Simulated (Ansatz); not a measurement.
# I: relaxation of cell and atoms with PBEsol

Crystal: I.

```xyz
1
Lattice="2.5383 -3.7066 0.0000 2.5383 3.7066 0.0000 -1.6209 0.0000 2.3811" Properties=species:S:1:pos:R:3 pbc="T T T"
I     1.7279    0.0000    1.1905
```

| Property | Result |
| --- | --- |
| Program | Ansatz 0.2.0 |
| Task | relaxation of cell and atoms |
| Functional | PBEsol |
| Potentials or basis | Ansatz PAW |
| Cutoff | 420 eV (not typed: the program's choice for these potentials) |
| k mesh | 7 × 7 × 11 |
| Occupations | fermi-dirac, width 0.05 eV |
| Spin | no spin polarisation |
| Target pressure | 30 GPa |
| Target pressure (GPa) | 30 |

```
Relaxed volume                                         : 22.71 Å³/atom
Relaxed cell                                           : a = 3.327 Å, b = 3.327 Å, c = 2.969 Å, α = 116.50°, β = 116.50°, γ = 101.86°
Space group after relaxing (to 0.05 Å)                 : I4/mmm (No. 139)
Energy change on relaxing (the enthalpy is what falls) : +750.0 meV/atom
Ionic steps                                            : 18
Pressure after relaxing                                : 30.0 GPa
Band gap on the k mesh                                 : none (metal or under the smearing width)
```

Step by step:
```tsv
step	energy change (eV)	largest force (eV/Å)	volume (Å³)
1	0.0000	0.0000	44.81
2	0.0409	0.0000	38.90
3	0.1507	0.0000	34.14
4	0.2563	0.0000	30.40
5	0.3769	0.0000	27.24
6	0.5898	0.0000	24.47
7	0.8648	0.0000	22.40
8	0.8686	0.0000	22.15
9	0.7653	0.0000	22.67
10	0.7539	0.0000	22.71
11	0.7428	0.0000	22.75
12	0.7432	0.0000	22.74
13	0.7452	0.0000	22.73
14	0.7487	0.0000	22.71
15	0.7468	0.0000	22.72
16	0.7480	0.0000	22.72
17	0.7500	0.0000	22.71
18	0.7500	0.0000	22.71
```

Final structure:
```
I
1.0
     2.06096   -2.58309   -0.38701
     2.06096    2.58309   -0.38701
    -1.67908    0.00000    2.44835
I
1
Direct
  0.50000 0.50000 0.50000
```

Levels at points of the mesh, in eV from the Fermi level:
```
           k point  band 7  band 8  band 9  band 10  band 11  band 12
(0.00, 0.00, 0.00)    1.54    2.40    2.46     8.61     9.74    10.67
```

Wall time 43 s on 2 threads of Arm Neoverse V2, with other jobs on the host, peak memory 0.38 GiB.

Caveat: the volume moved by over 15 % at a fixed basis, so the end points are rough; the plane-wave basis is chosen anew once the cell has moved, so the energies of steps on either side of that aren't comparable; an odd number of electrons without spin polarisation forces a metal; a magnetic or distorted state may lie lower; the PAW data sets come from PBE, with cores solved anew for the run's functional, which leaves a small shift of forces and pressure. Spin-orbit coupling is left out, which matters for the levels of I.
